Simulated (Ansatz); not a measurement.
Start from `CCCN` and change one atom or group to get `C=CCCC`.

Ansatz, PBE0-D4/def2-TZVP geometries, multiplicity 1. Each molecule was computed in one conformer, which needn't be the lowest.

```tsv
property	`CCCN`
HOMO energy (PBE0/def2-TZVPP) / eV	-6.77
HOMO energy (PBE/def2-TZVPP) / eV	-5.28
HOMO energy (B3LYP/def2-TZVPP) / eV	-6.53
HOMO–LUMO gap (ωB97M-V/def2-TZVPP) / eV	11.70
size of the dipole moment (ωB97M-V/def2-TZVPP) / D	1.36
size of the dipole moment (B3LYP/def2-TZVPP) / D	1.34
```

Problem. Give the same properties after the change, and the shifts. (Estimate.)

Solution. Ansatz gave: 
| property | `C=CCCC` | shift |
| --- | --- | --- |
| HOMO energy (PBE0/def2-TZVPP) / eV | -7.35 | -0.58 |
| HOMO energy (PBE/def2-TZVPP) / eV | -6.23 | -0.95 |
| HOMO energy (B3LYP/def2-TZVPP) / eV | -7.12 | -0.59 |
| HOMO–LUMO gap (ωB97M-V/def2-TZVPP) / eV | 12.11 | 0.41 |
| size of the dipole moment (ωB97M-V/def2-TZVPP) / D | 0.41 | -0.95 |
| size of the dipole moment (B3LYP/def2-TZVPP) / D | 0.43 | -0.91 |

With PBE0 the HOMO falls by 0.58 eV and the LUMO falls by 0.70 eV, so the gap narrows by about 0.12 eV. PBE moves the HOMO by -0.95 eV and ωB97M-V by -0.43 eV. Dipoles are sizes alone; their direction can turn.

B3LYP here is the variant with VWN-RPA as its local correlation; programs differ in this.

Positive LUMOs are unbound, so they and the gaps depend on the basis.
